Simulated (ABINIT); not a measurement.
Planning a run of ABINIT 10.8.3 on GaN (F-43m). The input:

```
acell 3*1.0 Angstrom
rprim 
  0.000000000000 2.253500607500 2.253500607500
  2.253500607500 0.000000000000 2.253500607500
  2.253500607500 2.253500607500 0.000000000000
ntypat 2
znucl 31 7
natom 2
typat 1 2
xred 
  0.000000000000 0.000000000000 0.000000000000
  0.750000000000 0.750000000000 0.750000000000
pp_dirpath "pseudos"
pseudos "Ga.upf, N.upf"
ecut 45
ngkpt 6 6 6
nshiftk 1
shiftk 0 0 0
kptopt 1
chksymbreak 0
istwfk *1
occopt 1
irdwfk 1
optdriver 4
nband 99
gwcalctyp 0
ecutsigx 45
symsigma 0
nkptgw 1
kptgw 
  0.0000000000 0.0000000000 0.0000000000
bdgw 
  11 17
ecuteps 8
irdscr 1
ppmodel 1
indata_prefix "in"
outdata_prefix "out"
tmpdata_prefix "tmp"
```

```sh
OMP_NUM_THREADS=1 mpirun -n 4 abinit run.abi > log
```

Question: How long will it take on 4 MPI ranks of AMD EPYC 9R45, shared host, and how much memory?

It took 40 s; on shared hardware allow 20 s to 80 s. Peak host memory was 0.95 GiB.

[Paths, hosts, dates, memory and timing lines, banners, echoed tables and standing remarks are left out of the program output.]

[Logs are printed without paths, hosts, clocks, repeated set-up lines and the standing remarks that a program may print on its own settings, such as how far it seeks lower states.]

[Runs of the session that timed out or met a known fault of the program may be left out.]

[Hosts, paths, dates, database ids (printed as entryN), source tags and the programs' standing remarks are cut or masked in the printed files.]

[G0W0 gaps are taken among the corrected bands and points alone; a level outside them can change the order at an edge.]

[Where Ansatz stands beside ABINIT at settings called matched, ABINIT's density can come from a denser mesh and the files from another edition; pairs whose starting gaps differed by over 0.03 eV were left out, so agreement reads better than it is.]
